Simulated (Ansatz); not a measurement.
# Hf3N2: how settings move the results

The task here is to estimate one member of a computed series from the others.

Method: DFT PBEsol, scalar-relativistic, plane waves, PAW, in Ansatz 0.2.0.

1 further run of the same task is left out (set aside as unsound or not needed). Runs told in other sessions of the task aren't counted.

### The system as given

The structure is trigonal, space group R-3m (No. 166). The conventional cell has a = 3.199 Å, b = 3.199 Å, c = 23.265 Å, α = 90.00°, β = 90.00°, γ = 120.00°. Around Hf (site symmetry 3m) lie 3 N at 2.29 Å. Around Hf (site symmetry -3m) lie 6 N at 2.24 Å. N (site symmetry 3m) has 6 Hf at 2.24 to 2.29 Å in its first shell of neighbours.

Structure file:

```
Hf N
1.0
     1.59943    0.92343    7.75484
    -1.59943    0.92343    7.75484
     0.00000   -1.84686    7.75484
Hf N
3 2
Direct
  0.77942 0.77942 0.77942
  0.22058 0.22058 0.22058
  0.00000 0.00000 0.00000
  0.61192 0.61192 0.61192
  0.38808 0.38808 0.38808
```

Source of the structure: the Materials Project (structure only). It is taken as it stands there.

### The base input

The input, input.yaml:

```yaml
crystal:
  lattice:
    - [1.5994260774, 0.9234290764, 7.7548432223]
    - [-1.5994260774, 0.9234290764, 7.7548432223]
    - [0.0, -1.8468581527, 7.7548432223]
  atoms:
    - { symbol: Hf, position: [0.77941866, 0.77941866, 0.77941866] }
    - { symbol: Hf, position: [0.22058134, 0.22058134, 0.22058134] }
    - { symbol: Hf, position: [0.0, 0.0, 0.0] }
    - { symbol: "N", position: [0.61191553, 0.61191553, 0.61191553] }
    - { symbol: "N", position: [0.38808447, 0.38808447, 0.38808447] }
basis:
  ecutwfc: 420
kpoints:
  mp_grid: { grid: [12, 12, 12] }
hamiltonian:
  xc: pbesol
scf:
  occupations: { method: gaussian, width: 0.1 }
output:
  forces: true
  stress: true
  eigenvalues: true
  populations: true
```

Its results, from an earlier run: -9511.7745 eV/atom at zero smearing, pressure -2.17 GPa, largest force 0.234 eV/Å, no gap on the mesh, in 10 SCF cycles and 24 s.

The first run:

The input, input.yaml:

```yaml
crystal:
  lattice:
    - [1.5994260774, 0.9234290764, 7.7548432223]
    - [-1.5994260774, 0.9234290764, 7.7548432223]
    - [0.0, -1.8468581527, 7.7548432223]
  atoms:
    - { symbol: Hf, position: [0.77941866, 0.77941866, 0.77941866] }
    - { symbol: Hf, position: [0.22058134, 0.22058134, 0.22058134] }
    - { symbol: Hf, position: [0.0, 0.0, 0.0] }
    - { symbol: "N", position: [0.61191553, 0.61191553, 0.61191553] }
    - { symbol: "N", position: [0.38808447, 0.38808447, 0.38808447] }
basis:
  ecutwfc: 150
kpoints:
  mp_grid: { grid: [12, 12, 12] }
hamiltonian:
  xc: pbesol
scf:
  occupations: { method: gaussian, width: 0.1 }
output:
  forces: true
  stress: true
  eigenvalues: true
```

The run is started by

```bash
$ ansatz run input.yaml --threads 1 --pin off --max-ram 2560MiB --backend cpu --events-out ev --progress --plain --runs-dir out
```

Among the steps run: Plane-wave cutoff set to 150 eV; Plane-wave cutoff set to 200 eV; Plane-wave cutoff: 250 eV; Plane-wave cutoff set to 300 eV; Plane-wave cutoff set to 350 eV; Plane-wave cutoff: 380 eV; Plane-wave cutoff set to 460 eV; Plane-wave cutoff set to 520 eV; Plane-wave cutoff: 600 eV; Plane-wave cutoff set to 700 eV; Plane-wave cutoff set to 850 eV.

One of the session's tables, all rows but one given; the rest of the session is left out.

It belongs to the step «What the plane-wave cutoff changes». 

| cutoff (eV) | ΔE (meV/atom) | pressure (GPa) | largest change of a force component (eV/Å) |
| --- | --- | --- | --- |
| 150 | 23469 | 21.08 | 1.439 |
| 200 | 4645 | -6.52 | 0.438 |
| 250 | 979 | -2.68 | 0.027 |
| 300 | 167 | -2.27 | 0.022 |
| 350 | 34.3 | -2.27 | 0.020 |
| 380 | 13.0 | -2.06 | 0.012 |
| 420 | 3.31 | -2.17 | 0.002 |
| 460 | ? | ? | ? |
| 520 | 0.58 | -2.21 | 0.000 |
| 600 | 0.34 | -2.21 | 0.000 |
| 700 | 0.19 | -2.21 | 0.000 |
| 850 | 0.00 | -2.22 | 0.000 |

Q: Estimate the row for cutoff (eV) = 460 from the others.

Worked estimate for «ΔE (meV/atom)». A straight line through the neighbours (420, 3.31) and (520, 0.58) gives 3.31 + (0.58 − 3.31) × (460 − 420) / (520 − 420) = 2.22; a parabola fitted to 4 rows on both sides gives 1.84.

**Answer.** ΔE (meV/atom): 1.11; pressure (GPa): -2.20; largest change of a force component (eV/Å): 0.000. In «ΔE (meV/atom)» the line misses by +1.11 and the parabola by +0.73.

To keep in mind: Warnings in the runs' records: cutoff below recommended.
